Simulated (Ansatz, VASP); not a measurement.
## One calculation of MgS, two programs

```
Mg S
1.0
     4.03462    0.00000    0.00000
    -2.01731    3.49409    0.00000
     0.00000    0.00000    6.43229
Mg S
2 2
Cartesian
  2.0173 1.1647 3.1888
  0.0000 2.3294 6.4050
  0.0000 2.3294 2.4394
  2.0173 1.1647 5.6556
```

The cell comes from a database or a generator and needn't be the stable form of this composition.

Alike in both runs: task single point; functional LDA; k mesh 6 × 6 × 4; no spin polarisation.

```csv
,VASP,Ansatz
version,VASP 6.6.1,Ansatz 0.2.0
potentials or method,"VASP PAW LDA potentials, release 64 (Mg, S)","plane waves, PAW"
plane-wave cutoff (eV),520,500
occupations,"gaussian, width 0.01 eV",fixed
valence electrons in the cell,16,32
```

Ansatz gave:

```
pressure (GPa)                                  : -2.1
largest component of the traceless stress (GPa) : 0.13
```

Task: Which values does VASP return?

Result: Pressure (GPa): -2.4; largest component of the traceless stress (GPa): 0.12.

The two sets of potentials don't hold the same shells in valence.
